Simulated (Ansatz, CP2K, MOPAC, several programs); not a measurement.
Energy against volume for an ordered 8-atom cell of In2SbAs on the zincblende lattice (I-42d), at fixed shape and fractional coordinates, computed by several methods (PBE and r2SCAN, where shown, with plane waves in Ansatz); the cell shown is that of r2SCAN. With free coordinates or axes held, a curve is too stiff, and on another method's shape its minimum isn't the method's own volume. Space group I-42d (No. 122), tetragonal; a = 6.338 Å, c = 12.630 Å in the conventional setting, 31.71 Å³ an atom. Around As lie 4 In at 2.66 Å; around In lie 2 As at 2.66 Å and 2 Sb at 2.83 Å; around Sb lie 4 In at 2.83 Å. No spin polarisation. The prototype was imposed, so other structures may be more stable. Energies count from each curve's lowest point; fits are third-order Birch-Murnaghan.

```
As In Sb
1.0
    -3.16904    3.16904    6.31523
     3.16904   -3.16904    6.31523
     3.16904    3.16904   -6.31523
As In Sb
2 4 2
Direct
  0.00000 0.00000 0.00000
  0.25000 0.75000 0.50000
  0.62500 0.64760 0.52260
  0.89760 0.37500 0.02260
  0.12500 0.10240 0.47740
  0.35240 0.87500 0.97740
  0.50000 0.50000 0.00000
  0.75000 0.25000 0.50000
```

Q: PBE, on the shape of its own relaxed cell, gives

| V (Å³/atom) | E (meV/atom) |
| --- | --- |
| 30.924 | 17.44 |
| 31.911 | 4.08 |
| 32.898 | 0.00 |
| 33.885 | 3.72 |
| 34.872 | 13.96 |

What equilibrium volume and bulk modulus follow?

A: V₀ = 32.89 Å³ an atom and B₀ = 42 GPa.

r2SCAN, on the shape of its own relaxed cell:
```tsv
V (Å³/atom)	E (meV/atom)
29.809	19.71
30.760	4.58
31.711	0.00
32.663	4.21
33.614	15.91
```
V₀ = 31.70 Å³ an atom and B₀ = 50 GPa.

PM7 (MOPAC), on the shape of the cell shown, as a cluster of 64 atoms at the zone centre:
```csv
V (Å³/atom),E (meV/atom)
27.906,0.00
29.809,15.10
31.711,91.24
33.614,213.62
35.517,364.94
```
The lowest point is an end point, so the minimum isn't bracketed.

Q: PBE/SZV (CP2K), on the shape of the cell shown, gives

| V (Å³/atom) | E (meV/atom) |
| --- | --- |
| 27.906 | 211.25 |
| 29.809 | 87.29 |
| 31.711 | 22.27 |
| 33.614 | 0.00 |
| 35.517 | 8.87 |

What equilibrium volume and bulk modulus follow?

A: V₀ = 33.94 Å³ an atom and B₀ = 44 GPa.

PBE/DZVP (CP2K), on the shape of the cell shown:
```
V (Å³/atom)  E (meV/atom)
     27.906        156.09
     29.809         56.51
     31.711          9.35
     33.614          0.00
     35.517         17.69
```
V₀ = 33.23 Å³ an atom and B₀ = 42 GPa.
